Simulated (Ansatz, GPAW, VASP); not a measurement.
**One calculation of InPd, 3 ways**

```
CELL_PARAMETERS angstrom
3.27188 0.00000 0.00000
0.00000 3.27188 0.00000
0.00000 0.00000 3.27188
ATOMIC_POSITIONS crystal
In 0.00000 0.00000 0.00000
Pd 0.50000 0.50000 0.50000
```

The cell comes from a database or a generator and needn't be the stable form of this composition.

Alike in all runs: task band structure; functional revPBE; k mesh 8 × 8 × 8; occupations fermi-dirac, width 0.05 eV; no spin polarisation; no spin-orbit coupling. Pressure is positive in compression and, in plane waves, holds the error of the finite cutoff.

```
                                                    program and potentials  plane-wave cutoff (eV)                                                               notes  band gap (eV)  pressure (GPa)
GPAW, the program's PAW data sets (release 1.2.1) made for this functional                     600                           14.5 valence electrons an atom on average         no gap            5.80
                                      VASP, PBE PAW files In_d, Pd, 520 eV                     520  potentials made for PBE; 11.5 valence electrons an atom on average         no gap            6.18
                            Ansatz, all-electron LAPW, scalar-relativistic                       -                                                                   -         no gap            6.10
```

None finds a gap. The pressure spans 5.80 (GPAW, the program's PAW data sets (release 1.2.1) made for this functional) to 6.18 GPa (VASP, PBE PAW files In_d, Pd, 520 eV), with all-electron results at 6.10.

Differences between rows come from potentials, basis sets and numerical settings, since the functional is the same but for its coding. Runs on potential files found faulty are left out.
